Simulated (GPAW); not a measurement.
# B/Pt(111): work function by functional and basis, part 2 of 2

Wanted: work functions and dipole of B/Pt(111), with the cost of each level.

GPAW 26.7.0; GPAW, PAW setups; slab in vacuum, relaxation (the session's first sound run).

So far, upper work function (eV): step 2 (relaxation, PBE, GPAW) 6.30; step 4 (self-consistent run: xc = "vdW-DF2", GPAW, PAW setups, GPAW) 6.66; step 5 (self-consistent run: xc = "LDA") 6.45; step 6 (OptPBE vdW: xc = "optPBE-vdW", GPAW, PAW setups, GPAW) 6.48; step 7 (self-consistent run: xc = "revPBE") 6.22.

## (8) Self-consistent run: xc = "RPBE"

The same geometry under RPBE, to see how far the functional moves the levels against the vacuum.

File run.py:

```python
import json
import numpy as np
from ase import Atoms
from gpaw import GPAW, PW

slab = Atoms(
    ['Pt', 'Pt', 'Pt', 'Pt', 'B'],
    positions=[
        [0.00000, 0.00000, 9.00000],
        [1.38593, 0.80017, 11.26321],
        [2.77186, 1.60033, 13.61430],
        [-0.00000, 0.00000, 16.08245],
        [-0.00000, 0.00000, 18.01398]],
    cell=[[2.77186, 0.0, 0.0], [1.38593, 2.4005, 0.0], [0.0, 0.0, 26.98964]],
    pbc=[True, True, False])

slab.calc = GPAW(mode=PW(500), xc='RPBE', kpts={'size': (13, 13, 1), 'gamma': True},
                 occupations={'name': 'fermi-dirac', 'width': 0.1}, nbands='200%',
                 convergence={'density': 1e-05}, maxiter=200,
                 poissonsolver={'dipolelayer': 'xy'},
                 symmetry={'tolerance': 1e-3}, txt='slab.txt')
result = {}
energy = slab.get_potential_energy()
fermi = slab.calc.get_fermi_level()
v = slab.calc.get_electrostatic_potential().mean((0, 1)) - fermi
n = slab.calc.get_pseudo_density().mean((0, 1))
L = slab.cell[2, 2]
z = np.arange(len(v)) * L / len(v)
low, high = slab.positions[:, 2].min(), slab.positions[:, 2].max()
below, above = np.interp([low - 6.8, high + 6.8], z, v)
slopes = [np.interp(x, z, np.gradient(v, z)) for x in (low - 6.8, high + 6.8)]
eps = np.array([[slab.calc.get_eigenvalues(k, s) for k in range(len(slab.calc.get_ibz_k_points()))]
                for s in range(slab.calc.get_number_of_spins())]) - fermi
top, bottom = eps[eps < 0].max(), eps[eps > 0].min()
dipole = slab.get_dipole_moment()[2]
print(f'energy {energy:.4f} eV, Fermi level {fermi:.4f} eV, dipole {dipole:.5f} e A')
print(f'potential 6.8 A off the faces, from the Fermi level: lower {below:.4f} eV, upper {above:.4f} eV')
print(f'slope of the potential there: lower {slopes[0]:.5f}, upper {slopes[1]:.5f} eV/A')
print(f'nearest levels on the mesh: {top:.4f} and {bottom:.4f} eV')
print('magnetic moment', round(slab.get_magnetic_moment(), 3))
result.update(energy=energy, fermi=fermi, dipole=dipole, below=below, above=above, slopes=slopes, edges=[top, bottom],
              z=z.tolist(), v=v.tolist(), n=n.tolist(), positions=slab.positions.tolist(),
              forces=slab.get_forces(apply_constraint=False).tolist(), moments=slab.get_magnetic_moments().tolist())
json.dump(result, open('result.json', 'w'))
```

The run is started by

```bash
OMP_NUM_THREADS=1 OPENBLAS_NUM_THREADS=1 python run.py
```

Output:

```text
energy -26.3684 eV, Fermi level 0.8350 eV, dipole -0.02496 e A
potential 6.8 A off the faces, from the Fermi level: lower 5.5422 eV, upper 6.2236 eV
slope of the potential there: lower -0.00003, upper 0.00001 eV/A
nearest levels on the mesh: -0.0083 and 0.0076 eV
magnetic moment 0.0
```

Run time: 8 min. Hardware: 1 thread of Arm Neoverse V1, shared host; peak memory 0.31 GiB.

Numbers from this step:

```
dipole along the normal                    : -0.02496 e·Å
levels nearest the Fermi level on the mesh : -0.008314, 0.007605 eV from the Fermi level
lower work function                        : 5.542 eV
```

The electrostatic potential energy of an electron (without an applied field's), less the Fermi level, planar mean oscillates, so the rows of the table below give means over windows of 2.41 Å about each position, cut where the curve ends. Its maxima inside the range that stand out by 2 % of the span (Å: eV): 10.1: -0.309, 12.4: 0.296, 14.8: 0.848, 17.3: 0.0147. Its minima: 9.0: -26.9, 11.3: -27.2, 13.6: -27.1, 16.1: -27.3, 18.0: -12.2.

The electrostatic potential energy of an electron (without an applied field's), less the Fermi level, planar mean by z; means over each step:

| z (Å) | electrostatic potential energy of an electron (without an applied field's), less the Fermi level, planar mean (eV) |
| --- | --- |
| 1.21 | 5.57 |
| 3.62 | 5.54 |
| 6.03 | 5.47 |
| 8.44 | -9.21 |
| 10.85 | -11.7 |
| 13.26 | -11.2 |
| 15.67 | -11.1 |
| 18.08 | -2.52 |
| 20.48 | 6.09 |
| 22.90 | 6.22 |
| 25.30 | 6.22 |

The upper face's work function is 6.224 eV, against 6.300 eV in the first plane-wave PBE run at this geometry.

## (9) Real-space grid: mode = "fd"

A real-space grid is a second complete basis, so it checks the plane-wave result.

run.py: that of step 8 with these lines changed.

```diff
@@ -3,3 +3,3 @@
 from ase import Atoms
-from gpaw import GPAW, PW
+from gpaw import GPAW
 
@@ -16,3 +16,3 @@
 
-slab.calc = GPAW(mode=PW(500), xc='RPBE', kpts={'size': (13, 13, 1), 'gamma': True},
+slab.calc = GPAW(mode='fd', h=0.18, xc='PBE', kpts={'size': (13, 13, 1), 'gamma': True},
                  occupations={'name': 'fermi-dirac', 'width': 0.1}, nbands='200%',
```

Output:

```text
energy -29.3390 eV, Fermi level -6.0018 eV, dipole -0.02196 e A
potential 6.8 A off the faces, from the Fermi level: lower 5.7026 eV, upper 6.3010 eV
slope of the potential there: lower 0.00001, upper 0.00000 eV/A
nearest levels on the mesh: -0.0043 and 0.0044 eV
magnetic moment 0.0
```

Wall time 10 min (1 thread); peak memory 0.81 GiB.

Numbers from this step:

| Quantity | Value |
| --- | --- |
| dipole along the normal | -0.02196 e·Å |
| levels nearest the Fermi level on the mesh | -0.004319, 0.004382 eV from the Fermi level |
| upper work function | 6.301 eV |
| lower work function | 5.703 eV |

The electrostatic potential energy of an electron (without an applied field's), less the Fermi level, planar mean oscillates, so the rows of the table below give means over windows of 2.37 Å about each position, cut where the curve ends. Its maxima inside the range that stand out by 2 % of the span (Å: eV): 10.1: -0.207, 12.4: 0.357, 14.9: 0.939, 17.2: 0.151. Its minima: 9.0: -26.9, 11.3: -27.0, 13.6: -27.0, 16.0: -27.1, 18.1: -11.9.

Table of electrostatic potential energy of an electron (without an applied field's), less the Fermi level, planar mean by z; means over each step:

z (Å), electrostatic potential energy of an electron (without an applied field's), less the Fermi level, planar mean (eV) and a bar from the least value:
```
     1.19        5.7 #############################
     3.56        5.7 #############################
     5.93        5.6 #############################
     8.29       -8.3 ######
    10.67      -11.9 
    13.04      -11.3 #
    15.41      -10.8 ##
    17.77       -4.0 #############
    20.14        5.9 #############################
    22.52        6.3 ##############################
    24.89        6.3 ##############################
```

The upper face's work function is 6.301 eV, against 6.300 eV in the first plane-wave PBE run at this geometry.

## (10) Atomic orbitals: mode = "lcao"

Atom-centred orbitals end a few angstrom from the surface, which tests how much the density's tail matters.

run.py: that of step 9 with these lines changed.

```diff
@@ -16,4 +16,4 @@
 
-slab.calc = GPAW(mode='fd', h=0.18, xc='PBE', kpts={'size': (13, 13, 1), 'gamma': True},
-                 occupations={'name': 'fermi-dirac', 'width': 0.1}, nbands='200%',
+slab.calc = GPAW(mode='lcao', basis='dzp', h=0.18, xc='PBE', kpts={'size': (13, 13, 1), 'gamma': True},
+                 occupations={'name': 'fermi-dirac', 'width': 0.1}, nbands='120%',
                  convergence={'density': 1e-05}, maxiter=200,
```

Output:

```text
energy -26.8200 eV, Fermi level -6.0383 eV, dipole -0.01842 e A
potential 6.8 A off the faces, from the Fermi level: lower 5.7872 eV, upper 6.2894 eV
slope of the potential there: lower 0.00000, upper 0.00000 eV/A
nearest levels on the mesh: -0.0020 and 0.0042 eV
magnetic moment 0.0
```

The job ended after 14 min (1 thread; peak memory 0.32 GiB).

This step gave:

```yaml
dipole_along_the_normal: -0.01842 e·Å
levels_nearest_the_fermi_level_on_the_mesh: -0.001994, 0.004241 eV from the Fermi level
upper_work_function: 6.289 eV
lower_work_function: 5.787 eV
```

The upper face's work function is 6.289 eV, against 6.300 eV in the first plane-wave PBE run at this geometry.

## (11) All levels side by side

Times are for 1 thread of Arm Neoverse V1, shared host. The runs compared:

```
no.         run  upper work function (eV)  lower work function (eV)     time  memory (GiB)
  1          pw                     6.300                     5.703  5.7 min          0.31
  2     vdW DF2                     6.656                     5.949  4.7 min          0.47
  3         LDA                     6.452                     6.086  4.7 min          0.31
  4  optPBE vdW                     6.476                     5.851  7.1 min          0.47
  5      revPBE                     6.224                     5.561  6.3 min           0.3
  6        RPBE                     6.224                     5.542    8 min          0.31
  7          fd                     6.301                     5.703   10 min          0.81
  8        lcao                     6.289                     5.787   14 min          0.32
```

## (12) Side by side

Results and costs are gathered.

This step: comparison of work functions, dipole and cost (GPAW 26.7.0).

Ladder, by row:

| step | code | work function, upper (eV) | work function, lower (eV) | dipole (e Å) | wall time (s) | peak memory (GiB) | threads |
| --- | --- | --- | --- | --- | --- | --- | --- |
| pw | GPAW | 6.3 | 5.703 | -0.02185 | 344.2 | 0.31 | 1 |
| vdW-DF2 | GPAW | 6.656 | 5.949 | -0.02592 | 280.2 | 0.47 | 1 |
| LDA | GPAW | 6.452 | 6.086 | -0.01335 | 283.5 | 0.31 | 1 |
| optPBE-vdW | GPAW | 6.476 | 5.851 | -0.02286 | 428.2 | 0.47 | 1 |
| revPBE | GPAW | 6.224 | 5.561 | -0.02429 | 377.5 | 0.3 | 1 |
| RPBE | GPAW | 6.224 | 5.542 | -0.02496 | 479.3 | 0.31 | 1 |
| fd | GPAW | 6.301 | 5.703 | -0.02196 | 629.3 | 0.81 | 1 |
| lcao | GPAW | 6.289 | 5.787 | -0.01842 | 843.8 | 0.32 | 1 |

## (13) What came out

| Property | Result |
| --- | --- |
| work function, upper and lower face | 6.300 and 5.703 eV |
| dipole along the normal | -0.0219 e Å |

**Reading.** With plane waves and PBE the work function is 6.30 eV on the upper face and 5.70 eV on the lower. The two faces differ by 0.60 eV, the step that the slab's dipole makes (e p/(ε0 A) gives 0.59 eV), so the dipole layer is needed. Over the sound runs of the table the upper face's work function spans 6.224 (RPBE) to 6.656 eV (vdW-DF2). The cell of 6.65 Å² holds one B, started on one chosen site; other sites and coverages weren't tried. The in-plane lattice was kept as typed, which isn't the functional's own and leaves some strain; spin-orbit coupling and temperature are left out.

[Logs are printed without paths, hosts, clocks, repeated set-up lines and the standing remarks that a program may print on its own settings, such as how far it seeks lower states.]

[Hosts, paths, dates, database ids (printed as entryN), source tags and the programs' standing remarks are cut or masked in the printed files.]
